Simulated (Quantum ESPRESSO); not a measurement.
# CuO (Tenorite) (Cc) in Quantum ESPRESSO: reference runs

How does CuO (Tenorite) come out in PBE? The cell is run as given and disturbed.

All numbers are computed with Quantum ESPRESSO 7.5; they aren't measurements. Logs are shortened: lines on timing, memory, paths and dates and some standing lists are left out, and cuts for length are marked.

**1. The structure**

The structure is monoclinic, space group Cc (No. 9). The conventional cell has a = 4.689 Å, b = 3.427 Å, c = 5.132 Å, α = 90.00°, β = 99.65°, γ = 90.00°. Around Cu (site symmetry 1) lie 4 O at 1.91 to 2.02 Å. O (site symmetry 1) is surrounded by 4 Cu at 1.91 to 2.02 Å.

**2. Single point, PBE**

pw.in reads:

```
&CONTROL
  calculation = 'scf'
  prefix = 'pwscf'
  outdir = './tmp'
  pseudo_dir = './pseudo'
  tprnfor = .true.
  tstress = .true.
  disk_io = 'low'
/
&SYSTEM
  ibrav = 0
  celldm(1) = 8
  nat = 4
  ntyp = 2
  ecutwfc = 55
  ecutrho = 440
  nbnd = 25
  occupations = 'smearing'
  smearing = 'fd'
  degauss = 0.00367493
/
&ELECTRONS
  conv_thr = 8d-10
  electron_maxstep = 120
  mixing_beta = 0.5
/
ATOMIC_SPECIES
Cu    63.5460 Cu.paw.z_11.ld1.psl.v1.0.0-low.upf
O     15.9990 O.pbe-n-kjpaw_psl.0.1.UPF
CELL_PARAMETERS alat
  0.5538432947630  -0.4047320927417   0.0000000000000
  0.5538432947630   0.4047320927417   0.0000000000000
 -0.2032765058352   0.0000000000000   1.1951186408959
ATOMIC_POSITIONS crystal
Cu     0.4968000000    0.0032000000    0.5000000000
Cu     0.0032000000    0.4968000000    0.0000000000
O      0.4056000000    0.5714000000    0.7537000000
O      0.5714000000    0.4056000000    0.2537000000
K_POINTS automatic
10 10 5 0 0 0
```

pp_density.in reads:

```
&INPUTPP
  prefix = 'pwscf'
  outdir = './tmp'
  filplot = 'density.dat'
  plot_num = 0
/
&PLOT
  nfile = 1
  filepp(1) = 'density.dat'
  iflag = 3
  output_format = 6
  fileout = 'density.cube'
/
```

pp_potential.in reads:

```
&INPUTPP
  prefix = 'pwscf'
  outdir = './tmp'
  filplot = 'potential.dat'
  plot_num = 11
/
&PLOT
  nfile = 1
  filepp(1) = 'potential.dat'
  iflag = 3
  output_format = 6
  fileout = 'potential.cube'
/
```

Potentials or basis: SSSP 1.3 efficiency PBE.

Started as:

```sh
> OMP_NUM_THREADS=1 mpirun -n 2 pw.x -nk 2 -in pw.in > pw.out
> OMP_NUM_THREADS=1 mpirun -n 1 pp.x -in pp_density.in > pp_density.out
> OMP_NUM_THREADS=1 mpirun -n 1 pp.x -in pp_potential.in > pp_potential.out
```

pw.out:

```text
This program is part of the open-source Quantum ESPRESSO suite
     for quantum simulation of materials; please cite
         "P. Giannozzi et al., J. Phys.:Condens. Matter 21 395502 (2009);
         "P. Giannozzi et al., J. Phys.:Condens. Matter 29 465901 (2017);
         "P. Giannozzi et al., J. Chem. Phys. 152 154105 (2020);
     in publications or presentations arising from this work. More details at

     file Cu.paw.z_11.ld1.psl.v1.0.0-low.upf: wavefunction(s)  4S 3D renormalized
     file O.pbe-n-kjpaw_psl.0.1.UPF: wavefunction(s)  2P renormalized
     Message from routine setup:
     using ibrav=0 with symmetry is DISCOURAGED, use correct ibrav instead

     K-points division:     npool     =       2
     Subspace diagonalization in iterative solution of the eigenvalue problem:
     a serial algorithm will be used

     G-vector sticks info
     --------------------
     sticks:   dense  smooth     PW     G-vecs:    dense   smooth      PW
     Sum        1009     499    163                42765    15113    2697

     Using Slab Decomposition

     bravais-lattice index     =            0
     lattice parameter (alat)  =       8.0000  a.u.
     unit-cell volume          =     274.3251 (a.u.)^3
     number of atoms/cell      =            4
     number of atomic types    =            2
     number of electrons       =        34.00
     number of Kohn-Sham states=           25
     kinetic-energy cutoff     =      55.0000  Ry
     charge density cutoff     =     440.0000  Ry
     scf convergence threshold =      8.0E-10
     mixing beta               =       0.5000
     number of iterations used =            8  plain     mixing
     Exchange-correlation= SLA  PW   PBX  PBC
                           (   1   4   3   4   0   0   0)

     celldm(1)=   8.000000  celldm(2)=   0.000000  celldm(3)=   0.000000
     celldm(4)=   0.000000  celldm(5)=   0.000000  celldm(6)=   0.000000

     crystal axes: (cart. coord. in units of alat)
               a(1) = (   0.553843  -0.404732   0.000000 )
               a(2) = (   0.553843   0.404732   0.000000 )
               a(3) = (  -0.203277   0.000000   1.195119 )

     reciprocal axes: (cart. coord. in units 2 pi/alat)
               b(1) = (  0.902782 -1.235385  0.153553 )
               b(2) = (  0.902782  1.235385  0.153553 )
               b(3) = ( -0.000000  0.000000  0.836737 )

     PseudoPot. # 1 for Cu read from file:
     Cu.paw.z_11.ld1.psl.v1.0.0-low.upf
     Pseudo is Projector augmented-wave + core cor, Zval = 11.0
     Generated using &quot;atomic&quot; code by A. Dal Corso  v.6.3MaX
     Shape of augmentation charge: PSQ
     Using radial grid of 1199 points,  6 beta functions with:
                l(1) =   0
                l(2) =   0
                l(3) =   1
                l(4) =   1
                l(5) =   2
                l(6) =   2
     Q(r) pseudized with 0 coefficients

     PseudoPot. # 2 for O  read from file:
     O.pbe-n-kjpaw_psl.0.1.UPF
     Pseudo is Projector augmented-wave + core cor, Zval =  6.0
     Generated using "atomic" code by A. Dal Corso  v.5.0.99 svn rev. 10869
     Shape of augmentation charge: BESSEL
     Using radial grid of 1095 points,  4 beta functions with:
                l(1) =   0
                l(2) =   0
                l(3) =   1
                l(4) =   1
     Q(r) pseudized with 0 coefficients

     atomic species   valence    mass     pseudopotential
     Cu               11.00    63.54600     Cu( 1.00)
     O                 6.00    15.99900     O ( 1.00)

      2 Sym. Ops. (no inversion) found ( 1 have fractional translation)

   Cartesian axes

     site n.     atom                  positions (alat units)
         1        Cu     tau(   1) = (   0.1752834  -0.1997758   0.5975593  )
         2        Cu     tau(   2) = (   0.2769216   0.1997758   0.0000000  )
         3        O      tau(   3) = (   0.3878954   0.0671046   0.9007609  )
         4        O      tau(   4) = (   0.4895336  -0.0671046   0.3032016  )

     number of k points=   141  Fermi-Dirac smearing, width (Ry)=  0.0037

     Number of k-points >= 100: set verbosity='high' to print them.

     Dense  grid:    42765 G-vectors     FFT dimensions: (  40,  40,  72)

     Smooth grid:    15113 G-vectors     FFT dimensions: (  25,  25,  48)

     Initial potential from superposition of free atoms

     starting charge      33.9995, renormalised to      34.0000
     Starting wfcs are   26 randomized atomic wfcs
     Checking if some PAW data can be deallocated...

     Self-consistent Calculation

     iteration #  1     ecut=    55.00 Ry     beta= 0.50
     Davidson diagonalization with overlap
     ethr =  1.00E-02,  avg # of iterations =  4.7

     total energy              =    -508.89151183 Ry
     estimated scf accuracy    <       1.02628874 Ry

     iteration #  2     ecut=    55.00 Ry     beta= 0.50
     Davidson diagonalization with overlap
     ethr =  3.02E-03,  avg # of iterations =  2.0

     total energy              =    -509.09390019 Ry
     estimated scf accuracy    <       1.96048242 Ry

     iteration #  3     ecut=    55.00 Ry     beta= 0.50
     Davidson diagonalization with overlap
     ethr =  3.02E-03,  avg # of iterations =  2.0

     total energy              =    -509.38735946 Ry
     estimated scf accuracy    <       0.01236875 Ry

     iteration #  4     ecut=    55.00 Ry     beta= 0.50
     Davidson diagonalization with overlap
     ethr =  3.64E-05,  avg # of iterations =  4.2

     total energy              =    -509.38955620 Ry
     estimated scf accuracy    <       0.00220888 Ry

     iteration #  5     ecut=    55.00 Ry     beta= 0.50
     Davidson diagonalization with overlap
     ethr =  6.50E-06,  avg # of iterations =  3.2

     total energy              =    -509.38971068 Ry
     estimated scf accuracy    <       0.00004659 Ry

     iteration #  6     ecut=    55.00 Ry     beta= 0.50
     Davidson diagonalization with overlap
     ethr =  1.37E-07,  avg # of iterations =  3.5

     total energy              =    -509.38972402 Ry
     estimated scf accuracy    <       0.00000559 Ry

     iteration #  7     ecut=    55.00 Ry     beta= 0.50
     Davidson diagonalization with overlap
     ethr =  1.64E-08,  avg # of iterations =  2.1

     total energy              =    -509.38972507 Ry
     estimated scf accuracy    <       0.00000120 Ry

     iteration #  8     ecut=    55.00 Ry     beta= 0.50
     Davidson diagonalization with overlap
     ethr =  3.52E-09,  avg # of iterations =  1.3

     total energy              =    -509.38972524 Ry
     estimated scf accuracy    <       0.00000002 Ry

     iteration #  9     ecut=    55.00 Ry     beta= 0.50
     Davidson diagonalization with overlap
     ethr =  7.33E-11,  avg # of iterations =  3.5

     total energy              =    -509.38972525 Ry
     estimated scf accuracy    <          3.5E-09 Ry

     iteration # 10     ecut=    55.00 Ry     beta= 0.50
     Davidson diagonalization with overlap
     ethr =  1.03E-11,  avg # of iterations =  2.1

     End of self-consistent calculation

     Number of k-points >= 100: set verbosity='high' to print the bands.

     the Fermi energy is     9.8108 ev

!    total energy              =    -509.38972526 Ry
     total all-electron energy =     -6920.843042 Ry
     estimated scf accuracy    <          3.9E-10 Ry
     smearing contrib. (-TS)   =      -0.00140668 Ry
     internal energy E=F+TS    =    -509.38831858 Ry

     The total energy is F=E-TS. E is the sum of the following terms:
     one-electron contribution =     -82.61822822 Ry
     hartree contribution      =      81.82064274 Ry
     xc contribution           =    -104.00742557 Ry
     ewald contribution        =    -205.84197510 Ry
     one-center paw contrib.   =    -198.74133242 Ry

     convergence has been achieved in  10 iterations

     Forces acting on atoms (cartesian axes, Ry/au):

     atom    1 type  1   force =    -0.02497895   -0.01381791    0.00967933
     atom    2 type  1   force =    -0.02497895    0.01381791    0.00967933
     atom    3 type  2   force =     0.02497895   -0.01153216   -0.00967933
     atom    4 type  2   force =     0.02497895    0.01153216   -0.00967933

     Total force =     0.059316     Total SCF correction =     0.000007

     Computing stress (Cartesian axis) and pressure

          total   stress  (Ry/bohr**3)                   (kbar)     P=       54.17
   0.00035553  -0.00000000  -0.00012064           52.30       -0.00      -17.75
   0.00000000   0.00042749  -0.00000000            0.00       62.89       -0.00
  -0.00012064  -0.00000000   0.00032171          -17.75       -0.00       47.33

=------------------------------------------------------------------------------=
   JOB DONE.
=------------------------------------------------------------------------------=
```

It took 47 s on 2 MPI ranks of Arm Neoverse V2, shared host; peak memory 0.38 GiB.

What came out:

| Item | Value |
| --- | --- |
| Free energy | -6930.6003 eV |
| Pressure | 5.4 GPa |
| Largest force | 0.775 eV/Å |
| Band gap on the k mesh | none (metal or under the smearing width) |

Forces on the atoms (eV/Å):
```
Cu  -0.642 -0.355  0.249
Cu  -0.642  0.355  0.249
O    0.642 -0.297 -0.249
O    0.642  0.297 -0.249
```

Stress tensor (GPa, compression positive):
```
 5.23  0.00 -1.77
 0.00  6.29  0.00
-1.77  0.00  4.73
```

Caveat: the run has no spin polarisation, though such a crystal can be magnetic; semilocal functionals often make such compounds metallic where correlation or magnetic order opens a gap, which also shifts bond lengths.

**3. Single point, PBE (atoms moved at random, drawn with an rms of 0.05 Å)**

pw.in reads:

```
&CONTROL
  calculation = 'scf'
  prefix = 'pwscf'
  outdir = './tmp'
  pseudo_dir = './pseudo'
  tprnfor = .true.
  tstress = .true.
  disk_io = 'nowf'
/
&SYSTEM
  ibrav = 0
  nat = 4
  ntyp = 2
  ecutwfc = 55
  ecutrho = 440
  nbnd = 25
  occupations = 'smearing'
  smearing = 'fd'
  degauss = 0.00367493
/
&ELECTRONS
  conv_thr = 8d-10
  electron_maxstep = 120
  mixing_beta = 0.5
/
ATOMIC_SPECIES
Cu    63.5460 Cu.paw.z_11.ld1.psl.v1.0.0-low.upf
O     15.9990 O.pbe-n-kjpaw_psl.0.1.UPF
CELL_PARAMETERS angstrom
   2.3446500000   -1.7134000000    0.0000000000
   2.3446500000    1.7134000000    0.0000000000
  -0.8605543552    0.0000000000    5.0594363927
ATOMIC_POSITIONS crystal
Cu     0.5057020000   -0.0099960000    0.4952360000
Cu     0.0115430000    0.5010150000   -0.0027230000
O      0.4001180000    0.5775250000    0.7609880000
O      0.5763470000    0.4140770000    0.2581400000
K_POINTS automatic
10 10 5 0 0 0
```

Potentials or basis: SSSP 1.3 efficiency PBE.

Started as:

```sh
> OMP_NUM_THREADS=1 mpirun -n 2 pw.x -nk 2 -in pw.in > pw.out
```

pw.out:

```text
This program is part of the open-source Quantum ESPRESSO suite
     for quantum simulation of materials; please cite
         "P. Giannozzi et al., J. Phys.:Condens. Matter 21 395502 (2009);
         "P. Giannozzi et al., J. Phys.:Condens. Matter 29 465901 (2017);
         "P. Giannozzi et al., J. Chem. Phys. 152 154105 (2020);
     in publications or presentations arising from this work. More details at

     file Cu.paw.z_11.ld1.psl.v1.0.0-low.upf: wavefunction(s)  4S 3D renormalized
     file O.pbe-n-kjpaw_psl.0.1.UPF: wavefunction(s)  2P renormalized

     K-points division:     npool     =       2
     Subspace diagonalization in iterative solution of the eigenvalue problem:
     a serial algorithm will be used

     G-vector sticks info
     --------------------
     sticks:   dense  smooth     PW     G-vecs:    dense   smooth      PW
     Sum        1009     499    163                42765    15113    2697

     Using Slab Decomposition

     bravais-lattice index     =            0
     lattice parameter (alat)  =       5.4877  a.u.
     unit-cell volume          =     274.3251 (a.u.)^3
     number of atoms/cell      =            4
     number of atomic types    =            2
     number of electrons       =        34.00
     number of Kohn-Sham states=           25
     kinetic-energy cutoff     =      55.0000  Ry
     charge density cutoff     =     440.0000  Ry
     scf convergence threshold =      8.0E-10
     mixing beta               =       0.5000
     number of iterations used =            8  plain     mixing
     Exchange-correlation= SLA  PW   PBX  PBC
                           (   1   4   3   4   0   0   0)

     celldm(1)=   5.487734  celldm(2)=   0.000000  celldm(3)=   0.000000
     celldm(4)=   0.000000  celldm(5)=   0.000000  celldm(6)=   0.000000

     crystal axes: (cart. coord. in units of alat)
               a(1) = (   0.807391  -0.590017   0.000000 )
               a(2) = (   0.807391   0.590017   0.000000 )
               a(3) = (  -0.296336   0.000000   1.742240 )

     reciprocal axes: (cart. coord. in units 2 pi/alat)
               b(1) = (  0.619279 -0.847433  0.105332 )
               b(2) = (  0.619279  0.847433  0.105332 )
               b(3) = ( -0.000000  0.000000  0.573974 )

     PseudoPot. # 1 for Cu read from file:
     Cu.paw.z_11.ld1.psl.v1.0.0-low.upf
     Pseudo is Projector augmented-wave + core cor, Zval = 11.0
     Generated using &quot;atomic&quot; code by A. Dal Corso  v.6.3MaX
     Shape of augmentation charge: PSQ
     Using radial grid of 1199 points,  6 beta functions with:
                l(1) =   0
                l(2) =   0
                l(3) =   1
                l(4) =   1
                l(5) =   2
                l(6) =   2
     Q(r) pseudized with 0 coefficients

     PseudoPot. # 2 for O  read from file:
     O.pbe-n-kjpaw_psl.0.1.UPF
     Pseudo is Projector augmented-wave + core cor, Zval =  6.0
     Generated using "atomic" code by A. Dal Corso  v.5.0.99 svn rev. 10869
     Shape of augmentation charge: BESSEL
     Using radial grid of 1095 points,  4 beta functions with:
                l(1) =   0
                l(2) =   0
                l(3) =   1
                l(4) =   1
     Q(r) pseudized with 0 coefficients

     atomic species   valence    mass     pseudopotential
     Cu               11.00    63.54600     Cu( 1.00)
     O                 6.00    15.99900     O ( 1.00)

     No symmetry found

   Cartesian axes

     site n.     atom                  positions (alat units)
         1        Cu     tau(   1) = (   0.2534723  -0.3042706   0.8628198  )
         2        Cu     tau(   2) = (   0.4146415   0.2887968  -0.0047441  )
         3        O      tau(   3) = (   0.5638320   0.1046731   1.3258235  )
         4        O      tau(   4) = (   0.7231631  -0.0957421   0.4497418  )

     number of k points=   252  Fermi-Dirac smearing, width (Ry)=  0.0037

     Number of k-points >= 100: set verbosity='high' to print them.

     Dense  grid:    42765 G-vectors     FFT dimensions: (  40,  40,  72)

     Smooth grid:    15113 G-vectors     FFT dimensions: (  25,  25,  45)

     Initial potential from superposition of free atoms

     starting charge      33.9995, renormalised to      34.0000
     Starting wfcs are   26 randomized atomic wfcs
     Checking if some PAW data can be deallocated...

     Self-consistent Calculation

     iteration #  1     ecut=    55.00 Ry     beta= 0.50
     Davidson diagonalization with overlap
     ethr =  1.00E-02,  avg # of iterations =  4.6

     total energy              =    -508.87263904 Ry
     estimated scf accuracy    <       1.04700934 Ry

     iteration #  2     ecut=    55.00 Ry     beta= 0.50
     Davidson diagonalization with overlap
     ethr =  3.08E-03,  avg # of iterations =  2.1

     total energy              =    -509.09476200 Ry
     estimated scf accuracy    <       1.98934143 Ry

     iteration #  3     ecut=    55.00 Ry     beta= 0.50
     Davidson diagonalization with overlap
     ethr =  3.08E-03,  avg # of iterations =  2.0
[... 57 lines left out ...]
     total energy              =    -509.38388231 Ry
     estimated scf accuracy    <       0.00000001 Ry

     iteration # 12     ecut=    55.00 Ry     beta= 0.50
     Davidson diagonalization with overlap
     ethr =  3.36E-11,  avg # of iterations =  4.0

     total energy              =    -509.38388232 Ry
     estimated scf accuracy    <          1.8E-09 Ry

     iteration # 13     ecut=    55.00 Ry     beta= 0.50
     Davidson diagonalization with overlap
     ethr =  5.32E-12,  avg # of iterations =  1.7

     End of self-consistent calculation

     Number of k-points >= 100: set verbosity='high' to print the bands.

     the Fermi energy is     9.8021 ev

!    total energy              =    -509.38388232 Ry
     total all-electron energy =     -6920.837199 Ry
     estimated scf accuracy    <          1.1E-10 Ry
     smearing contrib. (-TS)   =      -0.00138241 Ry
     internal energy E=F+TS    =    -509.38249991 Ry

     The total energy is F=E-TS. E is the sum of the following terms:
     one-electron contribution =     -82.77751825 Ry
     hartree contribution      =      81.89713283 Ry
     xc contribution           =    -104.01292766 Ry
     ewald contribution        =    -205.74735350 Ry
     one-center paw contrib.   =    -198.74183331 Ry

     convergence has been achieved in  13 iterations

     Forces acting on atoms (cartesian axes, Ry/au):

     atom    1 type  1   force =    -0.00837144    0.00900106    0.03483348
     atom    2 type  1   force =    -0.04450016    0.02068027    0.03221477
     atom    3 type  2   force =     0.03609638   -0.02919722   -0.04182967
     atom    4 type  2   force =     0.01677522   -0.00048412   -0.02521858

     Total force =     0.098148     Total SCF correction =     0.000014

     Computing stress (Cartesian axis) and pressure

          total   stress  (Ry/bohr**3)                   (kbar)     P=       62.90
   0.00046182  -0.00000220  -0.00019232           67.94       -0.32      -28.29
  -0.00000220   0.00044132   0.00005205           -0.32       64.92        7.66
  -0.00019232   0.00005205   0.00037968          -28.29        7.66       55.85

=------------------------------------------------------------------------------=
   JOB DONE.
=------------------------------------------------------------------------------=
```

Wall time 88 s (2 MPI ranks of Arm Neoverse V2, shared host); peak memory 0.44 GiB.

What came out:

```
Free energy            : -6930.5208 eV
Pressure               : 6.3 GPa
Largest force          : 1.607 eV/Å
Band gap on the k mesh : none (metal or under the smearing width)
```

Forces in eV/Å, atoms in the order of the input:
```
Cu  -0.215  0.231  0.896
Cu  -1.144  0.532  0.828
O    0.928 -0.751 -1.075
O    0.431 -0.012 -0.648
```

Levels at points of the mesh, in eV from the Fermi level:
| k point | band 15 | band 16 | band 17 | band 18 | band 19 | band 20 |
| --- | --- | --- | --- | --- | --- | --- |
| (0.00, 0.00, 0.00) | -2.06 | -1.63 | 0.21 | 0.92 | 1.68 | 6.02 |
| (0.00, -0.50, 0.00) | -1.48 | -1.35 | -0.11 | 0.36 | 4.87 | 6.28 |
| (-0.50, -0.50, 0.00) | -1.67 | -1.21 | -0.65 | 1.02 | 3.38 | 6.95 |
| (0.50, 0.00, 0.00) | -1.48 | -1.38 | 0.00 | 0.27 | 4.92 | 6.29 |

Caveat: the run has no spin polarisation, though such a crystal can be magnetic; semilocal functionals often make such compounds metallic where correlation or magnetic order opens a gap, which also shifts bond lengths.
